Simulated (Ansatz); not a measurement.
Se:

```
CELL_PARAMETERS angstrom
4.36620 0.00000 0.00000
-2.18310 3.78124 0.00000
0.00000 0.00000 4.95360
ATOMIC_POSITIONS crystal
Se 0.77460 0.77460 0.00000
Se 0.00000 0.22540 0.66667
Se 0.22540 0.00000 0.33333
```

Base run:

```yaml
Program: Ansatz 0.2.0
Functional: revPBE
Potentials_or_basis: Ansatz PAW
Cutoff: "420 eV (not typed: the program's choice for these potentials)"
k_mesh: 7 × 7 × 6
Occupations: fermi-dirac, width 0.05 eV
Spin: no spin polarisation
```

Its results: band gap on the k mesh 1.26 eV, indirect (least direct gap 1.51 eV); pressure 4.0 GPa; largest force 0.392 eV/Å.

**Question.** After a change of settings the same cell gave: band gap on the k mesh 1.23 eV, indirect (least direct gap 1.48 eV); pressure 6.2 GPa; largest force 0.667 eV/Å. Which change was it?
A. functional from revPBE to BLYP
B. functional from revPBE to PBEsol; occupations from fermi-dirac, width 0.05 eV to gaussian, width 0.1 eV
C. functional from revPBE to LDA

**Answer.** A.

Caveats: the k mesh misses the band edges, so the gap on the mesh is wider than the one along the path; the PAW data sets come from PBE, with cores solved anew for the run's functional, which leaves a small shift of forces and pressure.

Runs at the PBE level aren't shown here.
